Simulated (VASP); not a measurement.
# C (P6_3/mmc) in VASP: further runs, part 2 of 2

VASP 6.6.1.

**3. Relaxation of cell and atoms, PBE+D3(BJ)**

This run uses another cell than the first one, of 8.83 Å³/atom, 0.858 times its volume.

INCAR reads:

```
SYSTEM = C
ALGO     = Fast           ! electronic algorithm
EDIFF    = 1E-7           ! SCF threshold, eV
EDIFFG   = -0.002         ! ionic threshold
ENCUT    = 900            ! plane-wave cutoff, eV
GGA      = PE             ! functional
IBRION   = 2              ! ionic algorithm
ISIF     = 3              ! what is computed and relaxed
ISMEAR   = 0              ! smearing method
IVDW     = 12             ! dispersion correction
LASPH    = .True.         ! aspherical terms in the spheres
LCHARG   = .False.        ! write CHGCAR
LREAL    = .False.        ! projectors in reciprocal space
LWAVE    = .False.        ! write WAVECAR
NELM     = 60             ! most SCF steps
NSW      = 80             ! ionic steps
PREC     = Accurate       ! precision mode
SIGMA    = 0.02           ! smearing width, eV
```

KPOINTS reads:

```
k-points
0
Gamma
  15 15 4
  0 0 0
```

POSCAR reads:

```
C                                       
1.0
    2.4644236682     -0.0000000000     -0.0000000000
   -1.2322118341      2.1342535026      0.0000000000
    0.0000000000      0.0000000000      6.7134737799
  C             
     4
Direct
     0.0000000000000000    0.0000000000000000    0.2500000000000000
     0.0000000000000000    0.0000000000000000    0.7500000000000000
     0.3333333300000021    0.6666666699999979    0.2500000000000000
     0.6666666699999979    0.3333333300000021    0.7500000000000000
```

Potentials or basis: VASP PAW PBE potentials, release 64 (C_h).

Launch:

```sh
cat potpaw_PBE.64/C_h/POTCAR > POTCAR
mpirun -np 1 vasp_std > vasp.out
```

OUTCAR:

```text
SYSTEM = C
   EDIFF = 1E-7
   EDIFFG = -0.002
   ENCUT = 900
   GGA = PE
   IBRION = 2
   ISIF = 3
   ISMEAR = 0
   IVDW = 12
   LASPH = .True.
   LREAL = .False.
   NELM = 60
   NSW = 80
   PREC = Accurate
 IVDW          = 12

 ion  position               nearest neighbor table
   1  0.000  0.000  0.250-   3 1.42   3 1.42   3 1.42
   2  0.000  0.000  0.750-   4 1.42   4 1.42   4 1.42
   3  0.333  0.667  0.250-   1 1.42   1 1.42   1 1.42
   4  0.667  0.333  0.750-   2 1.42   2 1.42   2 1.42

  LATTYP: Found a hexagonal cell.
 ALAT       =     2.4644236682
 C/A-ratio  =     2.7241556988

  Lattice vectors:

 A1 = (   2.4644236682,   0.0000000000,   0.0000000000)
 A2 = (  -1.2322118341,   2.1342535026,   0.0000000000)
 A3 = (   0.0000000000,   0.0000000000,   6.7134737799)

Analysis of symmetry for initial positions (statically):
=====================================================================
 Subroutine PRICEL returns:
 Original cell was already a primitive cell.

 Routine SETGRP: Setting up the symmetry group for a
 hexagonal supercell.

 Subroutine GETGRP returns: Found 24 space group operations
 (whereof 12 operations were pure point group operations)
 out of a pool of 24 trial point group operations.

The static configuration has the point symmetry D_3d.
 The point group associated with its full space group is D_6h.

Analysis of symmetry for dynamics (positions and initial velocities):
=====================================================================
 Subroutine PRICEL returns:
 Original cell was already a primitive cell.

 Routine SETGRP: Setting up the symmetry group for a
 hexagonal supercell.

 Subroutine GETGRP returns: Found 24 space group operations
 (whereof 12 operations were pure point group operations)
 out of a pool of 24 trial point group operations.

The dynamic configuration has the point symmetry D_3d.
 The point group associated with its full space group is D_6h.

 Subroutine INISYM returns: Found 24 space group operations
 (whereof 12 operations are pure point group operations),
 and found     1 'primitive' translations

----------------------------------------------------------------------------------------

                                     Primitive cell

  volume of cell :      35.3109

  direct lattice vectors                    reciprocal lattice vectors
[... 129 lines left out ...]
   NGX = 13   NGY = 13   NGZ = 33

--------------------------------------- Ionic step        1  -------------------------------------------

 number of electron      16.0000001 magnetization

 Free energy of the ion-electron system (eV)
  ---------------------------------------------------
  ext. energy  EPLUGINS =         0.00000000
  ---------------------------------------------------
  free energy    TOTEN  =       -36.91241864 eV

  energy without entropy =      -36.91221844  energy(sigma->0) =      -36.91231854

------------------------ aborting loop because EDIFF is reached ----------------------------------------

 Edisp (eV)   -0.62501

 E8    (eV) :    -0.1771
[... 111 lines left out ...]
  FREE ENERGIE OF THE ION-ELECTRON SYSTEM (eV)
  ---------------------------------------------------
  free  energy   TOTEN  =       -37.5374461716 eV

  energy  without entropy=      -37.5372463105  energy(sigma->0) =      -37.53734624

[... ionic steps 4 to 7 ...]

--------------------------------------- Ionic step        8  -------------------------------------------

 number of electron      16.0000001 magnetization

------------------------ aborting loop because EDIFF is reached ----------------------------------------
[... 79 lines left out ...]
--------------------------------------- Ionic step       10  -------------------------------------------

 number of electron      16.0000001 magnetization

 Free energy of the ion-electron system (eV)
  ---------------------------------------------------
  ext. energy  EPLUGINS =         0.00000000
  ---------------------------------------------------
  free energy    TOTEN  =       -36.90836108 eV

  energy without entropy =      -36.90816541  energy(sigma->0) =      -36.90826324

 E-fermi :   5.5103     XC(G=0): -10.4415

 val. band max:        5.5085910647   @ k =   0.3333   0.3333   0.5000
 cond. band min:       5.5108926748   @ k =   0.3333   0.3333   0.2500
 fundamental gap:      0.0023016101
 Fermi energy:         5.5103259320

 k-point     1 :       0.0000    0.0000    0.0000
  band No.  band energies     occupation
      1     -14.1523      2.00000
      2     -13.8407      2.00000
      3      -3.0270      2.00000
      4      -1.0091      2.00000
      5       2.4883      2.00000
      6       2.4883      2.00000
      7       2.5076      2.00000
      8       2.5076      2.00000
      9       9.8383      0.00000
     10      13.8494      0.00000
     11      13.8510      0.00000
     12      13.9040      0.00000
[... 331 lines left out ...]
 k-point    24 :       0.4000    0.2000    0.0000
  band No.  band energies     occupation
      1      -8.2000      2.00000
      2      -8.0902      2.00000
      3      -7.1813      2.00000
      4      -7.1114      2.00000
      5      -3.3648      2.00000
      6      -3.2574      2.00000
      7       3.5956      2.00000
      8       4.2783      2.00000
      9       6.8812      0.00000
     10       7.0114      0.00000
     11      16.0362      0.00000
     12      16.7165      0.00000

 [... further k-points ...]

------------------------ aborting loop because EDIFF is reached ----------------------------------------

 Edisp (eV)   -0.62921

 E8    (eV) :    -0.1784
[... 27 lines left out ...]
  FREE ENERGIE OF THE ION-ELECTRON SYSTEM (eV)
  ---------------------------------------------------
  free  energy   TOTEN  =       -37.5375704090 eV

  energy  without entropy=      -37.5373747410  energy(sigma->0) =      -37.53747258

 reached required accuracy - stopping structural energy minimisation
```

CONTCAR:

```text
C
   1.00000000000000
     2.4641903663711511    0.0000000000000000    0.0000000000000000
    -1.2320951831855755    2.1340514572893960    0.0000000000000000
     0.0000000000000000    0.0000000000000000    6.6760055103807696
  C
     4
Direct
     0.0000000000000000    0.0000000000000000    0.2500000000000000
     0.0000000000000000    0.0000000000000000    0.7500000000000000
     0.3333333300000021    0.6666666699999979    0.2500000000000000
     0.6666666699999979    0.3333333300000021    0.7500000000000000

  0.00000000E+00  0.00000000E+00  0.00000000E+00
  0.00000000E+00  0.00000000E+00  0.00000000E+00
  0.00000000E+00  0.00000000E+00  0.00000000E+00
  0.00000000E+00  0.00000000E+00  0.00000000E+00
```

Wall time 3 min (1 thread of Intel Xeon Platinum 8488C (Sapphire Rapids), shared host); peak memory 0.23 GiB.

Results:

| Item | Value |
| --- | --- |
| Free energy | -37.5376 eV |
| Relaxed volume | 8.78 Å³/atom |
| Relaxed cell | a = 2.464 Å, b = 2.464 Å, c = 6.676 Å, α = 90.00°, β = 90.00°, γ = 120.00° |
| Space group after relaxing (to 0.05 Å) | P6_3/mmc (No. 194) |
| Energy gained by relaxing | 0.0 meV/atom |
| Ionic steps | 10 |
| Pressure after relaxing | 0.0 GPa |
| Band gap on the k mesh | none (metal or under the smearing width) |
| Dispersion energy per atom | -0.157 eV |

The path:
```
step  energy change (eV)  largest force (eV/Å)  pressure (GPa)  volume (Å³)
   1              0.0000                0.0000           -0.15        35.31
   2              0.0000                0.0000            0.12        35.27
   3              0.0000                0.0000            0.06        35.28
   4              0.0000                0.0000            0.05        35.27
   5             -0.0001                0.0000            0.01        35.23
   6             -0.0001                0.0000           -0.06        35.17
   7             -0.0001                0.0000           -0.20        35.03
   8             -0.0001                0.0000           -0.09        35.13
   9             -0.0001                0.0000            0.14        35.08
  10             -0.0001                0.0000            0.01        35.11
```

Final structure:
```
C
1.0
     2.46419    0.00000    0.00000
    -1.23210    2.13405    0.00000
     0.00000    0.00000    6.67601
C
4
Direct
  0.00000 0.00000 0.25000
  0.00000 0.00000 0.75000
  0.33333 0.66667 0.25000
  0.66667 0.33333 0.75000
```

Levels at points of the mesh, in eV from the Fermi level:
| k point | band 4 | band 5 | band 6 | band 7 | band 8 | band 9 | band 10 | band 11 | band 12 |
| --- | --- | --- | --- | --- | --- | --- | --- | --- | --- |
| (0.00, 0.00, 0.00) | -6.52 | -3.02 | -3.02 | -3.00 | -3.00 | 4.33 | 8.34 | 8.34 | 8.39 |
| (0.00, 0.00, 0.50) | -7.63 | -3.01 | -3.01 | -3.01 | -3.01 | 7.01 | 7.01 | 8.37 | 8.37 |

Caveat: the cutoff is under 1.25 times the usual one of these potentials, so pressure, stress and relaxed cells hold a basis-set (Pulay) error.
